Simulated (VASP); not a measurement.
## Polymorphs of SnO2

Wanted: relative energies and volumes of the phases of SnO2 at several levels. Phases are named by their space groups. Left out of the table: Pnnm, which relaxed into a phase listed. The structure below is that of the P4_2/mnm phase.

Program: VASP 6.6.1. Level of theory: LDA; plane waves and PAW (Sn_d, O), in the first sound run; inputs show where later runs differ. Results are calculated unless marked as measured.

### 1. Set-up

The structure is tetragonal, space group P4_2/mnm (No. 136). The conventional cell has a = 4.737 Å, b = 4.737 Å, c = 3.186 Å, α = 90.00°, β = 90.00°, γ = 90.00°. Nearest to Sn lie 6 O at 2.05 to 2.06 Å. Nearest to O lie 3 Sn at 2.05 to 2.06 Å. Farther neighbours and most contacts between anions are not listed.

### 2. Relax the crystal, LDA

One member in full, the P4_2/mnm phase: cell and atoms relax with the symmetry of the start.

Level: LDA; plane waves and PAW (Sn_d, O).

INCAR reads:

```
SYSTEM = SnO2
PREC = Accurate
ENCUT = 520
EDIFF = 1E-07
NELM = 120
ISMEAR = 0
SIGMA = 0.02
LREAL = .FALSE.
ALGO = Normal
GGA = CA
NBANDS = 32
LASPH = .TRUE.
LORBIT = 11
LWAVE = .FALSE.
LCHARG = .FALSE.
KPAR = 4
IBRION = 2
NSW = 60
ISIF = 3
EDIFFG = -0.01
POTIM = 0.4
```

POSCAR reads:

```
SnO2
1.0
    4.7373500000      0.0000000000      0.0000000000
    0.0000000000      4.7373500000      0.0000000000
    0.0000000000      0.0000000000      3.1864000000
Sn O
2 4
Direct
    0.0000000000      0.0000000000      0.0000000000
    0.5000000000      0.5000000000      0.5000000000
    0.3056200000      0.3056200000      0.0000000000
    0.1943800000      0.8056200000      0.5000000000
    0.6943800000      0.6943800000      0.0000000000
    0.8056200000      0.1943800000      0.5000000000
```

KPOINTS reads:

```
Automatic mesh
0
Gamma
5 5 8
0 0 0
```

PAW data sets: Sn_d and O (LDA family, release 64).

Command:

```console
> mpirun -np 4 vasp_std
```

The log of the run:

```text
[banner, memory and clock lines left out]
running    4 mpi-ranks, on    1 nodes
[...]
LDA part: xc-table for (Slater(with rela. corr.)+CA(PZ))
 , standard interpolation
 POSCAR, INCAR and KPOINTS ok, starting setup
[...]
entering main loop
       N       E                     dE             d eps       ncg     rms          rms(c)
DAV:   1     0.625117791601E+03    0.62512E+03   -0.26164E+04  2144   0.254E+03
DAV:   2     0.497953524803E+02   -0.57532E+03   -0.55151E+03  2120   0.671E+02
DAV:   3    -0.435103925626E+02   -0.93306E+02   -0.92020E+02  2168   0.220E+02
DAV:   4    -0.482959599617E+02   -0.47856E+01   -0.47634E+01  2328   0.550E+01
[...]
DAV:  13    -0.422804678809E+02    0.34907E-05   -0.12975E-05  3112   0.454E-02    0.151E-03
DAV:  14    -0.422804680052E+02   -0.12428E-06   -0.15528E-06  2304   0.964E-03    0.774E-04
DAV:  15    -0.422804680099E+02   -0.47203E-08   -0.47146E-08  1568   0.202E-03
   1 F= -.42280468E+02 E0= -.42280468E+02  d E =-.422805E+02
[... from here on, the cycles between the ionic steps are left out ...]
   2 F= -.42281330E+02 E0= -.42281330E+02  d E =-.861762E-03
   3 F= -.42281472E+02 E0= -.42281472E+02  d E =-.100401E-02
   4 F= -.42281483E+02 E0= -.42281483E+02  d E =-.109684E-04
   5 F= -.42281515E+02 E0= -.42281515E+02  d E =-.426182E-04
[...]
reached required accuracy - stopping structural energy minimisation
```

Wall time 32 s (4 MPI ranks of Intel Xeon 6975P-C (Granite Rapids), shared host); peak memory 0.7 GiB; 83 s of CPU time.

The logs omit lines about the potential files and the build; timing stands in the text.

From OUTCAR (step 2):

```text
  Total       -0.0065967     -0.0065967      0.0213997      0.0000000      0.0000000      0.0000000
  in kB       -0.1478348     -0.1478348      0.4795735      0.0000000      0.0000000      0.0000000
  external PRESSURE =       0.0613013 kB  Pullay stress =       0.0000000 kB

 POSITION                                       TOTAL-FORCE (eV/Angst)
 -----------------------------------------------------------------------------------
      0.00000      0.00000      0.00000         0.000000     -0.000000      0.000000
      2.36464      2.36464      1.59824         0.000000     -0.000000      0.000000
      1.44753      1.44753      0.00000        -0.002935     -0.002935      0.000000
      0.91711      3.81218      1.59824         0.002935     -0.002935      0.000000
      3.28175      3.28175      0.00000         0.002935      0.002935     -0.000000
      3.81218      0.91711      1.59824        -0.002935      0.002935     -0.000000
 -----------------------------------------------------------------------------------
    total drift:                                0.000000      0.000000      0.000000

  FREE ENERGIE OF THE ION-ELECTRON SYSTEM (eV)
  ---------------------------------------------------
  free  energy   TOTEN  =       -42.2815146398 eV

  energy  without entropy=      -42.2815146398  energy(sigma->0) =      -42.28151464

 reached required accuracy - stopping structural energy minimisation

[... 3 further parts left out ...]
[key lines of the parts left out:]
E-fermi :   6.0092
```

Numbers from this step:

| Property | Result |
| --- | --- |
| energy(sigma→0) of the program | -42.2815 eV |
| stress, compression positive | xx, yy, zz -0.01, -0.01, 0.05 GPa |
| volume | 71.493 Å³ |
| ionic steps | 5 |

### 3. Energy at another level, r2SCAN

The relaxed cell is held, and its energy is taken at another level.

Level: r2SCAN; plane waves and PAW (Sn_d, O).

INCAR reads:

```
SYSTEM = SnO2
PREC = Accurate
ENCUT = 520
EDIFF = 1E-06
NELM = 100
ISMEAR = 0
SIGMA = 0.02
LREAL = .FALSE.
ALGO = Normal
METAGGA = R2SCAN
LASPH = .TRUE.
NBANDS = 32
LORBIT = 11
LWAVE = .FALSE.
LCHARG = .FALSE.
KPAR = 4
```

POSCAR reads:

```
SnO2
1.0
    4.7292863856      0.0000000000      0.0000000000
    0.0000000000      4.7292863856      0.0000000000
    0.0000000000      0.0000000000      3.1964772975
Sn O
2 4
Direct
    0.0000000000      0.0000000000      0.0000000000
    0.5000000000      0.5000000000      0.5000000000
    0.3060783834      0.3060783834      0.0000000000
    0.1939216166      0.8060783834      0.5000000000
    0.6939216166      0.6939216166      0.0000000000
    0.8060783834      0.1939216166      0.5000000000
```

KPOINTS is that of step 2.

Command:

```console
> mpirun -np 4 vasp_std
```

The log of the run:

```text
[banner, memory and clock lines left out]
running    4 mpi-ranks, on    1 nodes
[...]
|                                                                             |
|               ----> ADVICE to this user running VASP <----                  |
|                                                                             |
|     You enforced a specific xc type in the INCAR file but a different       |
|     [... a line on the potential file left out ...]
|     I HOPE YOU KNOW WHAT YOU ARE DOING!                                     |
|                                                                             |

 LDA part: xc-table for (None), standard interpolation
 POSCAR, INCAR and KPOINTS ok, starting setup
[...]
entering main loop
       N       E                     dE             d eps       ncg     rms          rms(c)
DAV:   1    -0.213174866698E+03   -0.21317E+03   -0.26907E+04  2136   0.260E+03
DAV:   2    -0.803889605836E+03   -0.59071E+03   -0.56725E+03  2176   0.691E+02
DAV:   3    -0.894306931507E+03   -0.90417E+02   -0.89658E+02  2232   0.222E+02
DAV:   4    -0.898553242196E+03   -0.42463E+01   -0.42341E+01  2312   0.539E+01
[...]
DAV:  13    -0.879633892405E+03    0.53677E-04   -0.14114E-04  2648   0.119E-01    0.373E-02
DAV:  14    -0.879633870340E+03    0.22065E-04   -0.92312E-05  2680   0.792E-02    0.353E-03
DAV:  15    -0.879633871049E+03   -0.70931E-06   -0.70479E-06  2656   0.186E-02
   1 F= -.87963387E+03 E0= -.87963387E+03  d E =-.467424E-27
```

Run time: 38 s. Hardware: 4 MPI ranks; peak memory 0.79 GiB.

From OUTCAR (step 3):

```text
  Total        1.7222683      1.7222683      1.7615518      0.0000000      0.0000000      0.0000000
  in kB       38.5965551     38.5965551     39.4769104      0.0000000      0.0000000      0.0000000
  external PRESSURE =      38.8900069 kB  Pullay stress =       0.0000000 kB

 POSITION                                       TOTAL-FORCE (eV/Angst)
 -----------------------------------------------------------------------------------
      0.00000      0.00000      0.00000         0.000000      0.000000     -0.000000
      2.36464      2.36464      1.59824         0.000000      0.000000     -0.000000
      1.44753      1.44753      0.00000        -0.058860     -0.058860      0.000000
      0.91711      3.81218      1.59824         0.058860     -0.058860     -0.000000
      3.28175      3.28175      0.00000         0.058860      0.058860     -0.000000
      3.81218      0.91711      1.59824        -0.058860      0.058860     -0.000000
 -----------------------------------------------------------------------------------
    total drift:                               -0.000000      0.000000      0.000000

  FREE ENERGIE OF THE ION-ELECTRON SYSTEM (eV)
  ---------------------------------------------------
  free  energy   TOTEN  =      -879.6338710493 eV

  energy  without entropy=     -879.6338710493  energy(sigma->0) =     -879.63387105

[... 1 part as in an earlier step ...]

[... 2 further parts left out ...]
[key lines of the parts left out:]
E-fermi :   5.9345
```

Numbers from this step:

| Property | Result |
| --- | --- |
| energy(sigma→0) of the program | -879.6339 eV |
| stress, compression positive | xx, yy, zz 3.86, 3.86, 3.95 GPa |

The run ends at a pressure of 3.89 GPa, with forces up to 0.083 eV/Å.

### 4. Energy at another level, r2SCAN+rVV10

The relaxed cell is held, and its energy is taken at another level.

Level: r2SCAN with rVV10; plane waves and PAW (Sn_d, O).

INCAR, as its differences from that of step 3:

```diff
@@ -10,2 +10,6 @@
 METAGGA = R2SCAN
+LUSE_VDW = .TRUE.
+IVDW_NL = 2
+BPARAM = 11.95
+CPARAM = 0.0093
 LASPH = .TRUE.
```

POSCAR is that of step 3.

KPOINTS is that of step 3.

Command:

```console
> mpirun -np 4 vasp_std
```

The log of the run:

```text
[banner, memory and clock lines left out]
running    4 mpi-ranks, on    1 nodes
[...]
|                                                                             |
|               ----> ADVICE to this user running VASP <----                  |
|                                                                             |
|     You have switched on vdW-DFT.                                           |
|     This routine was written and supplied by Jiri Klimes. We recommend      |
|     that you carefully read and cite the following publications:            |
|       J. Klimes, D.R. Bowler, A. Michelides                                 |
|          J. Phys.: Cond Matt. 22 022201 (2010)                              |
|       J. Klimes, D.R. Bowler, A. Michelides                                 |
|          Phys. Rev. B. 83, 195131 (2011)                                    |
|     and references therein.                                                 |
|                                                                             |

 [... a notice as in an earlier step ...]

 LDA part: xc-table for (None), standard interpolation
 POSCAR, INCAR and KPOINTS ok, starting setup
[...]
entering main loop
       N       E                     dE             d eps       ncg     rms          rms(c)
Total rVV10 correction in eV:      1.1912642    53.3177743
Total rVV10 correction in eV:      1.1912642    53.3177743
Total rVV10 correction in eV:      1.1912642    53.3177743
Total rVV10 correction in eV:      1.1912642    53.3177743
DAV:   1    -0.212905028476E+03   -0.21291E+03   -0.26892E+04  2136   0.260E+03
DAV:   2    -0.802293927049E+03   -0.58939E+03   -0.56612E+03  2168   0.690E+02
DAV:   3    -0.892905116536E+03   -0.90611E+02   -0.89837E+02  2232   0.222E+02
DAV:   4    -0.897138783469E+03   -0.42337E+01   -0.42219E+01  2320   0.538E+01
DAV:   5    -0.897272924390E+03   -0.13414E+00   -0.13412E+00  2416   0.964E+00    0.166E+01
Total rVV10 correction in eV:      1.2758768    53.3177731
Total rVV10 correction in eV:      1.2758768    53.3177731
Total rVV10 correction in eV:      1.2758768    53.3177731
Total rVV10 correction in eV:      1.2758768    53.3177731
DAV:   6    -0.877860759879E+03    0.19412E+02   -0.14802E+01  2976   0.737E+01    0.728E+00
Total rVV10 correction in eV:      1.3091487    53.3177733
Total rVV10 correction in eV:      1.3091487    53.3177733
Total rVV10 correction in eV:      1.3091487    53.3177733
Total rVV10 correction in eV:      1.3091487    53.3177733
DAV:   7    -0.878232642454E+03   -0.37188E+00   -0.34841E+00  2488   0.124E+01    0.412E+00
Total rVV10 correction in eV:      1.3258186    53.3177734
Total rVV10 correction in eV:      1.3258186    53.3177734
Total rVV10 correction in eV:      1.3258186    53.3177734
Total rVV10 correction in eV:      1.3258186    53.3177734
DAV:   8    -0.878345313154E+03   -0.11267E+00   -0.64243E-01  2712   0.127E+01    0.142E+00
Total rVV10 correction in eV:      1.3405919    53.3177733
Total rVV10 correction in eV:      1.3405919    53.3177733
Total rVV10 correction in eV:      1.3405919    53.3177733
Total rVV10 correction in eV:      1.3405919    53.3177733
DAV:   9    -0.878292258152E+03    0.53055E-01   -0.28629E-01  2912   0.830E+00    0.269E-01
Total rVV10 correction in eV:      1.3402254    53.3177734
Total rVV10 correction in eV:      1.3402254    53.3177734
Total rVV10 correction in eV:      1.3402254    53.3177734
Total rVV10 correction in eV:      1.3402254    53.3177734
DAV:  10    -0.878293770158E+03   -0.15120E-02   -0.21570E-02  2184   0.104E+00    0.257E-01
Total rVV10 correction in eV:      1.3386053    53.3177734
Total rVV10 correction in eV:      1.3386053    53.3177734
Total rVV10 correction in eV:      1.3386053    53.3177734
Total rVV10 correction in eV:      1.3386053    53.3177734
DAV:  11    -0.878293131590E+03    0.63857E-03   -0.10144E-02  2336   0.759E-01    0.112E-01
Total rVV10 correction in eV:      1.3388398    53.3177734
Total rVV10 correction in eV:      1.3388398    53.3177734
Total rVV10 correction in eV:      1.3388398    53.3177734
Total rVV10 correction in eV:      1.3388398    53.3177734
DAV:  12    -0.878292998592E+03    0.13300E-03   -0.52515E-04  2424   0.188E-01    0.682E-02
Total rVV10 correction in eV:      1.3390646    53.3177734
Total rVV10 correction in eV:      1.3390646    53.3177734
Total rVV10 correction in eV:      1.3390646    53.3177734
Total rVV10 correction in eV:      1.3390646    53.3177734
DAV:  13    -0.878292943585E+03    0.55007E-04   -0.12243E-04  2696   0.114E-01    0.391E-02
Total rVV10 correction in eV:      1.3391632    53.3177734
Total rVV10 correction in eV:      1.3391632    53.3177734
Total rVV10 correction in eV:      1.3391632    53.3177734
Total rVV10 correction in eV:      1.3391632    53.3177734
DAV:  14    -0.878292919012E+03    0.24573E-04   -0.98570E-05  2520   0.822E-02    0.405E-03
Total rVV10 correction in eV:      1.3391537    53.3177734
Total rVV10 correction in eV:      1.3391537    53.3177734
Total rVV10 correction in eV:      1.3391537    53.3177734
Total rVV10 correction in eV:      1.3391537    53.3177734
DAV:  15    -0.878292919598E+03   -0.58534E-06   -0.76888E-06  2752   0.194E-02
Total rVV10 correction in eV:      1.3391336    53.3177734
Total rVV10 correction in eV:      1.3391336    53.3177734
Total rVV10 correction in eV:      1.3391336    53.3177734
Total rVV10 correction in eV:      1.3391336    53.3177734
Total rVV10 correction in eV:      1.3391450    53.3177734
Total rVV10 correction in eV:      1.3391450    53.3177734
Total rVV10 correction in eV:      1.3391450    53.3177734
Total rVV10 correction in eV:      1.3391450    53.3177734
   1 F= -.87829292E+03 E0= -.87829292E+03  d E =-.814622E-18
```

It took 61 s on 4 MPI ranks; peak memory 1.3 GiB.

From OUTCAR (step 4):

```text
  LATTYP: Found a simple tetragonal cell.
 ALAT       =     4.7292863856
 C/A-ratio  =     0.6758899836

 Subroutine GETGRP returns: Found 16 space group operations
 (whereof  8 operations were pure point group operations)

The static configuration has the point symmetry D_2h.
 The point group associated with its full space group is D_4h.

 Found     30 irreducible k-points:

   dimension x,y,z NGX =    36 NGY =   36 NGZ =   24
   dimension x,y,z NGXF=    72 NGYF=   72 NGZF=   48

   ENCUT  =  520.0 eV  38.22 Ry    6.18 a.u.   8.79  8.79  5.94*2*pi/ulx,y,z

   NELECT =      52.0000    total number of electrons

 E-fermi :   5.8877

 k-point     1 :       0.0000    0.0000    0.0000
  band No.  band energies     occupation
    ...
     22       4.5502      2.00000
     23       4.5502      2.00000
     24       4.9901      2.00000
     25       4.9901      2.00000
     26       5.7748      2.00000
     27       7.6991      0.00000
     28      12.6373      0.00000
     29      12.8216      0.00000
     30      12.8216      0.00000
     31      16.8696      0.00000
    ...

 k-point     2 :       0.2000    0.0000    0.0000
  band No.  band energies     occupation
    ...
     22       4.3197      2.00000
     23       4.5609      2.00000
     24       4.5832      2.00000
     25       5.0184      2.00000
     26       5.5806      2.00000
     27       8.5909      0.00000
     28      12.3358      0.00000
     29      12.9861      0.00000
     30      13.1481      0.00000
     31      17.3082      0.00000
    ...

  Total        1.0976946      1.0976946      1.2567744      0.0000000      0.0000000      0.0000000
  in kB       24.5996685     24.5996685     28.1646947      0.0000000      0.0000000      0.0000000
  external PRESSURE =      25.7880106 kB  Pullay stress =       0.0000000 kB

 POSITION                                       TOTAL-FORCE (eV/Angst)
 -----------------------------------------------------------------------------------
      0.00000      0.00000      0.00000         0.000000      0.000000      0.000000
      2.36464      2.36464      1.59824         0.000000      0.000000      0.000000
      1.44753      1.44753      0.00000        -0.064725     -0.064725     -0.000000
      0.91711      3.81218      1.59824         0.064725     -0.064725      0.000000
      3.28175      3.28175      0.00000         0.064725      0.064725      0.000000
      3.81218      0.91711      1.59824        -0.064725      0.064725      0.000000
 -----------------------------------------------------------------------------------
    total drift:                               -0.000000      0.000000      0.000000

  FREE ENERGIE OF THE ION-ELECTRON SYSTEM (eV)
  ---------------------------------------------------
  free  energy   TOTEN  =      -878.2929195978 eV

  energy  without entropy=     -878.2929195978  energy(sigma->0) =     -878.29291960

 total charge
# of ion       s       p       d       tot
------------------------------------------
    1        0.842   1.127  10.387  12.355
    2        0.842   1.127  10.387  12.355
    3        1.564   3.548   0.000   5.112
    4        1.564   3.548   0.000   5.112
    5        1.564   3.548   0.000   5.112
    6        1.564   3.548   0.000   5.112
--------------------------------------------------
tot          7.938  16.447  20.774  45.159

[... 2 parts as in an earlier step ...]

[... 7 further parts left out ...]
```

Numbers from this step:

| Quantity | Value |
| --- | --- |
| energy(sigma→0) of the program | -878.2929 eV |
| stress, compression positive | xx, yy, zz 2.46, 2.46, 2.82 GPa |

The run ends at a pressure of 2.58 GPa, with forces up to 0.092 eV/Å.

### 5. All members

Hybrid runs start from orbitals of a short LDA run, not shown.

Runs beyond LDA use the data sets made with LDA; this shifts their levels slightly, and their total energies have another zero.

The other members went through these steps as far as the tables show, with one cutoff; 21 runs are not shown, of which 1 ended short or failed. The session took 4.1 core hours (wall time by ranks) on a shared machine.

Gaps are left out of the table: they were read on meshes alone, which can miss band edges, and a phase here has under a picked 1.5 eV.

Energies from the P4_2/mnm phase; other levels are single points on the cells relaxed at LDA.

| phase | atoms | space group at the start | space group relaxed | volume (Å³/f.u.) | energy, LDA (meV/f.u.) | energy, r2SCAN (meV/f.u.) | energy, r2SCAN+rVV10 (meV/f.u.) |
| --- | --- | --- | --- | --- | --- | --- | --- |
| P4_2/mnm | 6 | 136 | 136 | 35.7 | 0.0 | 0.0 | 0.0 |
| Pbcn | 12 | 60 | 60 | 35.0 | 36.5 | 52.7 | 43.0 |
| Pa-3 | 12 | 205 | 205 | 32.7 | 210.3 | 293.8 | 249.5 |

| phase | ε∞ (mean) | static ε (mean) | lowest optical mode (cm⁻¹) |
| --- | --- | --- | --- |
| P4_2/mnm |  |  |  |
| Pbcn | 4.58 | 12.34 | 139.04 |
| Pa-3 |  |  |  |

A blank entry does not apply, was not run or did not finish.

### 6. Outcome

| Item | Value |
| --- | --- |
| lowest at LDA | P4_2/mnm, 36.5 meV/f.u. under Pbcn |
| lowest at r2SCAN | P4_2/mnm, 52.7 meV/f.u. under Pbcn |
| lowest at r2SCAN+rVV10 | P4_2/mnm, 43.0 meV/f.u. under Pbcn |

**Reading.** The single points sit under pressure or tension of up to 4.5 GPa in size, which can shift small margins between phases of unlike volume. All levels put the same phase lowest. Meshes were set by a spacing in reciprocal space, rounded up for each cell and run, and were not tested; margins of about 10 meV per atom that involve metallic or gapless phases need denser ones. Dielectric columns are linear response at the first level, on meshes of their own. Only the first level is at its own zero pressure; the others are single points under whatever pressure they find in these cells, which can shift small differences. Vibrations, surfaces and strain are left out.

[Lines on the potential files, build, host, timing and source positions are cut from VASP's logs without a mark.]

[Logs are printed without paths, hosts, clocks, repeated set-up lines and the standing remarks that a program may print on its own settings, such as how far it seeks lower states.]

[Hosts, paths, dates, database ids (printed as entryN), source tags and the programs' standing remarks are cut or masked in the printed files.]
